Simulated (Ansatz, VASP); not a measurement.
Given: the input of a run of VASP 6.6.1 on PbSe (Clausthalite).

The input run.py:

```python
from ase.calculators.vasp import Vasp
from ase.dft.bandgap import bandgap
from ase.io import read

atoms = read('PbSe.cif', primitive_cell=True, subtrans_included=False)
calc = Vasp(
    directory='calc',
    xc='pbe',
    pp='PBE',
    setups='recommended',
    prec='Accurate',
    encut=520,
    ediff=1e-07,
    ismear=0,
    sigma=0.05,
    lreal=False,
    lasph=True,
    nelm=80,
    algo='Normal',
    isif=2,
    lwave=False,
    lcharg=True,
    lelf=True,
    lvhar=True,
    kpts=[8, 8, 8],
    gamma=True,
)
atoms.calc = calc

print('energy (eV):', atoms.get_potential_energy())
print('free energy (eV):', atoms.get_potential_energy(force_consistent=True))
print('forces (eV/A):')
print(atoms.get_forces())
print('stress (eV/A^3, Voigt):', atoms.get_stress())
print('Fermi level (eV):', calc.get_fermi_level())
gap, top, bottom = bandgap(calc)
print('band gap (eV):', gap, 'from (spin, k, band)', top, 'to', bottom)
```

PbSe.cif

```cif
data_PbSe
_cell_length_a 6.12130000
_cell_length_b 6.12130000
_cell_length_c 6.12130000
_cell_angle_alpha 90.00000000
_cell_angle_beta 90.00000000
_cell_angle_gamma 90.00000000
_space_group_name_H-M_alt 'Fm-3m'
_space_group_name_Hall '-F 4 2 3'
_space_group_IT_number 225
loop_
_space_group_symop_operation_xyz
'x,y,z'
'-x,-y,-z'
'-y,x,z'
'y,-x,-z'
'-x,-y,z'
'x,y,-z'
'y,-x,z'
'-y,x,-z'
'x,-y,-z'
'-x,y,z'
'-y,-x,-z'
'y,x,z'
'-x,y,-z'
'x,-y,z'
'y,x,-z'
'-y,-x,z'
'z,x,y'
'-z,-x,-y'
'z,-y,x'
'-z,y,-x'
'z,-x,-y'
'-z,x,y'
'z,y,-x'
'-z,-y,x'
'-z,x,-y'
'z,-x,y'
'-z,-y,-x'
'z,y,x'
'-z,-x,y'
'z,x,-y'
'-z,y,x'
'z,-y,-x'
'y,z,x'
'-y,-z,-x'
'x,z,-y'
'-x,-z,y'
'-y,z,-x'
'y,-z,x'
'-x,z,y'
'x,-z,-y'
'-y,-z,x'
'y,z,-x'
'-x,-z,-y'
'x,z,y'
'y,-z,-x'
'-y,z,x'
'x,-z,y'
'-x,z,-y'
'x,y+1/2,z+1/2'
'-x,-y+1/2,-z+1/2'
'-y,x+1/2,z+1/2'
'y,-x+1/2,-z+1/2'
'-x,-y+1/2,z+1/2'
'x,y+1/2,-z+1/2'
'y,-x+1/2,z+1/2'
'-y,x+1/2,-z+1/2'
'x,-y+1/2,-z+1/2'
'-x,y+1/2,z+1/2'
'-y,-x+1/2,-z+1/2'
[... 41 lines left out ...]
'-x+1/2,-y,z+1/2'
'x+1/2,y,-z+1/2'
'y+1/2,-x,z+1/2'
'-y+1/2,x,-z+1/2'
'x+1/2,-y,-z+1/2'
'-x+1/2,y,z+1/2'
'-y+1/2,-x,-z+1/2'
'y+1/2,x,z+1/2'
'-x+1/2,y,-z+1/2'
'x+1/2,-y,z+1/2'
'y+1/2,x,-z+1/2'
'-y+1/2,-x,z+1/2'
'z+1/2,x,y+1/2'
'-z+1/2,-x,-y+1/2'
'z+1/2,-y,x+1/2'
'-z+1/2,y,-x+1/2'
'z+1/2,-x,-y+1/2'
'-z+1/2,x,y+1/2'
'z+1/2,y,-x+1/2'
'-z+1/2,-y,x+1/2'
'-z+1/2,x,-y+1/2'
'z+1/2,-x,y+1/2'
'-z+1/2,-y,-x+1/2'
'z+1/2,y,x+1/2'
'-z+1/2,-x,y+1/2'
'z+1/2,x,-y+1/2'
'-z+1/2,y,x+1/2'
'z+1/2,-y,-x+1/2'
'y+1/2,z,x+1/2'
'-y+1/2,-z,-x+1/2'
'x+1/2,z,-y+1/2'
'-x+1/2,-z,y+1/2'
'-y+1/2,z,-x+1/2'
'y+1/2,-z,x+1/2'
'-x+1/2,z,y+1/2'
'x+1/2,-z,-y+1/2'
'-y+1/2,-z,x+1/2'
'y+1/2,z,-x+1/2'
'-x+1/2,-z,-y+1/2'
'x+1/2,z,y+1/2'
'y+1/2,-z,-x+1/2'
'-y+1/2,z,x+1/2'
'x+1/2,-z,y+1/2'
'-x+1/2,z,-y+1/2'
'x+1/2,y+1/2,z'
'-x+1/2,-y+1/2,-z'
'-y+1/2,x+1/2,z'
'y+1/2,-x+1/2,-z'
'-x+1/2,-y+1/2,z'
'x+1/2,y+1/2,-z'
'y+1/2,-x+1/2,z'
'-y+1/2,x+1/2,-z'
'x+1/2,-y+1/2,-z'
'-x+1/2,y+1/2,z'
'-y+1/2,-x+1/2,-z'
'y+1/2,x+1/2,z'
'-x+1/2,y+1/2,-z'
'x+1/2,-y+1/2,z'
'y+1/2,x+1/2,-z'
'-y+1/2,-x+1/2,z'
'z+1/2,x+1/2,y'
'-z+1/2,-x+1/2,-y'
'z+1/2,-y+1/2,x'
'-z+1/2,y+1/2,-x'
'z+1/2,-x+1/2,-y'
'-z+1/2,x+1/2,y'
'z+1/2,y+1/2,-x'
'-z+1/2,-y+1/2,x'
'-z+1/2,x+1/2,-y'
'z+1/2,-x+1/2,y'
'-z+1/2,-y+1/2,-x'
'z+1/2,y+1/2,x'
'-z+1/2,-x+1/2,y'
'z+1/2,x+1/2,-y'
'-z+1/2,y+1/2,x'
'z+1/2,-y+1/2,-x'
'y+1/2,z+1/2,x'
'-y+1/2,-z+1/2,-x'
'x+1/2,z+1/2,-y'
'-x+1/2,-z+1/2,y'
'-y+1/2,z+1/2,-x'
'y+1/2,-z+1/2,x'
'-x+1/2,z+1/2,y'
'x+1/2,-z+1/2,-y'
'-y+1/2,-z+1/2,x'
'y+1/2,z+1/2,-x'
'-x+1/2,-z+1/2,-y'
'x+1/2,z+1/2,y'
'y+1/2,-z+1/2,-x'
'-y+1/2,z+1/2,x'
'x+1/2,-z+1/2,y'
'-x+1/2,z+1/2,-y'
loop_
_atom_site_label
_atom_site_type_symbol
_atom_site_symmetry_multiplicity
_atom_site_Wyckoff_symbol
_atom_site_fract_x
_atom_site_fract_y
_atom_site_fract_z
_atom_site_occupancy
Pb1 Pb 4 a 0.0000000000 0.0000000000 0.0000000000 1
Se1 Se 4 b 0.5000000000 0.0000000000 0.0000000000 1
```

Potentials or basis: VASP PAW PBE potentials, release 64 (Pb_d, Se).

The run is started by

```sh
$ python run.py
```

**Question.** Translate it to Ansatz 0.2.0. Potentials there: Ansatz PAW.

**Answer.** As run (the cutoff follows the program's own potentials):

The input input.yaml:

```yaml
crystal:
  lattice:
    - [0.0, 3.06065, 3.06065]
    - [3.06065, 0.0, 3.06065]
    - [3.06065, 3.06065, 0.0]
  atoms:
    - { symbol: Pb, position: [0.0, 0.0, 0.0] }
    - { symbol: Se, position: [0.5, 0.5, 0.5] }
hamiltonian:
  xc: pbe
  pseudopotentials: { kind: paw }
kpoints:
  mp_grid: { grid: [8, 8, 8] }
scf:
  occupations: { method: gaussian, width: 0.05 }
output:
  forces: true
  stress: true
  eigenvalues: true
```

Potentials or basis: Ansatz PAW.

The run is started by

```bash
$ ansatz run input.yaml --threads 2 --pin off --max-ram 5632MiB --backend cpu --events-out ev --progress --plain --runs-dir out
```

Both were run:

|  | VASP | Ansatz | Ansatz less VASP |
| --- | --- | --- | --- |
| gap on the k mesh at the Fermi level (eV) | 0.29 | 0.29 | -0.005 |
| least direct gap on the mesh (eV) | 0.29 | 0.29 | -0.005 |
| pressure (GPa) | 2.4 | 2.4 | +0.02 |

The two sets of potentials don't hold the same shells in valence.

Caveats: spin-orbit coupling is left out, which as a rule narrows the gap of such compounds by several tenths of an eV. A k mesh can miss the band edges.
